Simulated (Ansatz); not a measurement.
The system is Au.

```xyz
1
Lattice="0.0000 2.0350 2.0350 2.0350 0.0000 2.0350 2.0350 2.0350 0.0000" Properties=species:S:1:pos:R:3 pbc="T T T"
Au    0.0000    0.0000    0.0000
```

Below is the output of Ansatz 0.2.0 for this cell. Logs are shortened: lines on timing, memory, paths and dates and some standing lists are left out, and cuts for length are marked.

```text
Warning: RAYON_NUM_THREADS=2 ignored (pool sized by the plan → 2); use --threads N
Engine: ansatz 0.2.0, aarch64-unknown-linux-gnu
Pseudopotentials: kind: paw
Pseudopotential: Au, paw, valence charge 19, recommended cutoff 420 eV (normal), Au.paw.azcp
Functional definition: PBE
  parameter kappa = 0.804
  parameter beta = 0.06672455060314922
  exchange = pbe_x(kappa = kappa, mu = beta*pi^2/3)
  correlation = pbe_c(beta = beta)
Crystal: 1 atoms, lattice volume = 16.855 Å³
Basis set: ecut = 420 eV, 331 PW (Γ), exchange–correlation on 40×40×40 points (8 copies of the dense FFT grid, shifted against one another)
Bands: 14, of which v1, the nominal top of the filled ones, is band 10 counted from 1 (9 counted from 0)
Symmetry: 48 space group operations
Space group: Fm-3m (ITA 225), of the structure as read, at distance tolerance 2.6e-5 Å
k-points: 56 of 1331
Non-local potential: Au, projectors of the file, l = 0: 3, l = 1: 2, l = 2: 2, l = 3: 1
PAW form: soft (Blöchl's): semilocal exchange-correlation on the pseudo side does not see the compensation charge
PAW one-centre angular grid: Au, 590 points (default); XC on 64 Gauss nodes
Initial density: superposition of atomic densities (neutral atoms: chi_scale 0, normalization atom), corrected by the library's trained network
Initial wavefunctions: pseudopotential atomic-orbital guess
Functional: x = pbe(κ = 0.804, μ = 0.2195149727645171), c = pbe(β = 0.06672455060314922)
SCF iter   1: F=—  HF=-13149.301122 eV  |F-HF|=—  |Δ(HF+E_count)|=         —  Δρ=1.69e-3  dr2=1.47e-4  ethr=1.77e-3  ⟨swp⟩=4.8  Hψ=4097  notcnv=0
preconditioner: auto → none  [insulator: Δε(μ)=0.246 eV  Ē_g=16.169 eV  σ=0.012 eV  W_gap=0.98  n_scr=8 (ndim 8)  ℏωp=30.0 eV  f_vac=0.000  D(μ)=0.21/eV (n_scr^D=0)  ε∞_Penn≈4.4]
SCF iter   2: F=—  HF=-13149.301512 eV  |F-HF|=—  |Δ(HF+E_count)|=   3.90e-4  Δρ=8.63e-4  dr2=3.18e-5  ethr=7.75e-7  ⟨swp⟩=2.8  Hψ=1910  notcnv=0  defer=19
SCF iter   3: F=—  HF=-13149.301594 eV  |F-HF|=—  |Δ(HF+E_count)|=   8.14e-5  Δρ=2.51e-4  dr2=7.84e-6  ethr=1.67e-7  ⟨swp⟩=2.0  Hψ=1126  notcnv=0  defer=19
iter 4 did not close the SCF: its close was put off for the readings that it lacked (scf_convergence_deferred on its scf_iter line)
SCF iter   4: F=-13149.301594 eV  HF=-13149.301594 eV  |F-HF|=6.06e-8  |Δ(HF+E_count)|=   3.98e-7  Δρ=2.58e-5  dr2=2.39e-8  ethr=4.12e-8  ⟨swp⟩=2.1  Hψ=1067  notcnv=0  defer=19
iter 5 did not close the SCF: its close was put off for the readings that it lacked (scf_convergence_deferred on its scf_iter line)
SCF iter   5: F=-13149.301594 eV  HF=-13149.301594 eV  |F-HF|=1.12e-9  |Δ(HF+E_count)|=   6.16e-8  Δρ=3.66e-6  dr2=6.36e-10  ethr=1.26e-10  ⟨swp⟩=2.0  Hψ=1287  notcnv=0  defer=19
SCF iter   6: F=-13149.301594 eV  HF=-13149.301594 eV  |F-HF|=3.64e-12  |Δ(HF+E_count)|=   1.23e-9  Δρ=8.97e-7  dr2=5.16e-11  ethr=3.35e-12  ⟨swp⟩=2.1  Hψ=2337  notcnv=0
SCF 1 converged in 6 iterations: F = -13149.301594 eV  dr2 = 5.16e-11
  greatest PAW one-centre occupation: 1.000 electrons in one spin orbital (limit 2), on the Au atom at site 0 (counted from 0), in its partial waves of l = 0
SCF converged after 6 iterations
Free energy (F): -13149.301594 eV
Harris-Foulkes:  -13149.301594 eV  (|F-HF|=3.64e-12)
Internal energy: -13149.301579 eV  (E = F + TS)
E sigma→0 (E₀):  -13149.301586 eV
Entropy (-TS):   -0.000015 eV (-0.015 meV/atom)
Fermi energy:    21.064351 eV
--- Per-component energies (eV) ---
  E_band       = -201.675341
  E_kinetic    = 605.480179
  E_local      = -1687.825309  (includes V_loc(G=0)·N_el)
  E_nonlocal   = 74.218177
  E_hartree    = 721.839869
  E_xc         = -228.363766
  E_vxc        = -275.732342  (∫ρ·V_xc dr)
  E_paw        = -9706.720993  (= ΣΔE_a)
  E_vpaw       = -361.497550  (= ΣTr[D̂ρ^β])
  E_aug_tail   = 0.001496  (compensation charges beyond the density's cutoff)
  E_ewald      = -2927.931232
  E_smearing   = -0.000015  (= −TS)
  E_closure    = 0.000000  (closes the sum)
  Σ components = -13149.301594   (vs F -13149.301594, Δ=0.00e0)
--- Forces (eV/Å), atoms counted from 1 ---
  atom   1  Au     0.00000000    -0.00000000    -0.00000000
  max |Σ_I F_I| component: 3.08e-32 eV/Å
--- Stress (GPa, compression-positive) ---
       10.839566       0.000000      -0.000000
        0.000000      10.839566       0.000000
        0.000000       0.000000      10.839566
  P = ⅓ Tr σ = 10.8396 GPa (108.396 kbar)
--- Band table (eV; the first three rows and the last of 56) ---
  k-point 0: bands = ["-84.5312", "-35.8796", "-35.8796", "-35.8796", "10.9676", "16.2026", "16.2026", "16.2026", "17.7516", "17.7516", "35.4096", "39.4680", "39.4680", "39.4680"]
  k-point 1: bands = ["-84.5302", "-35.8980", "-35.8824", "-35.8824", "11.2573", "16.1109", "16.2996", "16.2996", "17.7105", "17.7105", "35.7338", "37.8638", "39.8146", "39.8146"]
  k-point 2: bands = ["-84.5275", "-35.9472", "-35.8898", "-35.8898", "12.0513", "15.9616", "16.4745", "16.4745", "17.7142", "17.7142", "34.7180", "36.5716", "40.6682", "40.6682"]
  k-point 55: bands = ["-84.5146", "-36.0401", "-36.0277", "-35.9642", "14.8941", "15.4327", "16.0206", "17.6399", "19.2101", "25.2325", "26.9175", "27.9094", "31.0949", "42.1498"]
```

Q: Write the input and the command behind it.

A: Single point with PBE, no spin polarisation. The files as run (others can give the same):

input.yaml
```yaml
crystal:
  lattice:
    - [0.0, 2.035, 2.035]
    - [2.035, 0.0, 2.035]
    - [2.035, 2.035, 0.0]
  atoms:
    - { symbol: Au, position: [0.0, 0.0, 0.0] }
hamiltonian:
  xc: pbe
  pseudopotentials: { kind: paw }
kpoints:
  mp_grid: { grid: [11, 11, 11] }
scf:
  occupations: { method: gaussian, width: 0.012 }
output:
  forces: true
  stress: true
  eigenvalues: true
```

Potentials or basis: Ansatz PAW.
The run is started by
```sh
$ ansatz run input.yaml --threads 2 --pin off --max-ram 5632MiB --backend cpu --events-out ev --progress --plain --runs-dir out
```
